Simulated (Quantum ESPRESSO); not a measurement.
HfN in Quantum ESPRESSO: the effect of functional

HfN:

```
CELL_PARAMETERS angstrom
0.00000 2.25600 2.25600
2.25600 0.00000 2.25600
2.25600 2.25600 0.00000
ATOMIC_POSITIONS crystal
Hf 0.00000 0.00000 0.00000
N 0.50000 0.50000 0.50000
```

Alike in all runs:

* Program: Quantum ESPRESSO 7.5
* Task: phonons
* Cutoff: 1143 eV
* Density cutoff: 4572 eV
* k mesh: 8 × 8 × 8
* Occupations: cold, width 0.2 eV
* Spin: no spin polarisation

Each run relaxes the cell or the atoms first.

```tsv
functional	potentials or basis	relaxed volume (Å³/atom)	highest phonon frequency (cm⁻¹)
LDA	PseudoDojo 0.4.1 SR LDA standard	11.00	526
PBEsol	PseudoDojo 0.4.1 SR PBEsol standard	11.38	503
AM05	PseudoDojo 0.4.1 SR PBE standard	11.40	500
BLYP	PseudoDojo 0.4.1 SR PBE standard	?	?
PW91	PseudoDojo 0.4.1 SR PBE standard	11.73	485
vdW-DF-cx	PseudoDojo 0.4.1 SR PBE standard	11.47	505
```

**Question.** What does the run with functional BLYP give?

**Answer.** Relaxed volume 12.10 Å³/atom; highest phonon frequency 458 cm⁻¹.

Caveats: the mesh is thin for the phonons of a metal; the potentials were made for another functional, which shifts forces and pressure (some runs); before the sum rule the acoustic modes lie tens of cm⁻¹ from zero, a sign that the density grid also shifts the optical modes (some runs).

Runs at the PBE level aren't shown here.
